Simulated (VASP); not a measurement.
Input of a VASP 6.6.1 run:

The input INCAR:

```
SYSTEM = O
  PREC = Accurate
  ENCUT = 600
  EDIFF = 1E-7
  ISMEAR = 0
  SIGMA = 0.01
  LREAL = .FALSE.
  LASPH = .TRUE.
  NELM = 150
  ALGO = Normal
  ISIF = 2
  LWAVE = .FALSE.
  LCHARG = .FALSE.
  ISPIN = 2
  MAGMOM = 1 1
  LORBIT = 11
  GGA = PE
  IBRION = 2
  NSW = 30
  EDIFFG = -0.005
  AMIX = 0.2
  BMIX = 1E-4
  AMIX_MAG = 0.8
  BMIX_MAG = 1E-4
  ISYM = 0
```

KPOINTS

```
Automatic mesh
0
G
  1 1 1
  0 0 0
```

File POSCAR:

```
O
1.0
   12.0000000000      0.0000000000      0.0000000000
    0.0000000000     12.4000000000      0.0000000000
    0.0000000000      0.0000000000     13.0000000000
O
2
Direct
    0.5000000000      0.5000000000      0.4535384615
    0.5000000000      0.5000000000      0.5464615385
```

Potentials or basis: VASP PAW PBE potentials, release 64 (O).

The run is started by

```sh
$ cat potpaw_PBE.64/O/POTCAR > POTCAR
$ mpirun -np 1 vasp_std > vasp.out
```

Estimate the energy gained by relaxing.

11.9 meV/atom.

Predict the site moments.

O +0.81 μB.

The path:
```tsv
step	energy change (eV)	largest force (eV/Å)	pressure (GPa)
1	0.0000	1.9694	0.06
2	0.6489	6.7251	-0.27
3	-0.0236	0.1264	-0.01
4	-0.0238	0.0114	-0.01
5	-0.0238	0.0247	-0.01
6	-0.0238	0.0230	-0.01
7	-0.0238	0.0178	-0.01
8	-0.0238	0.0176	-0.01
9	-0.0238	0.0173	-0.01
10	-0.0238	0.0171	-0.01
11	-0.0238	0.0165	-0.01
12	-0.0238	0.0153	-0.01
13	-0.0238	0.0130	-0.01
14	-0.0238	0.0083	-0.01
15	-0.0238	0.0016	-0.01
```

Caveat: the standard files for N, O and F lose accuracy on very short bonds.
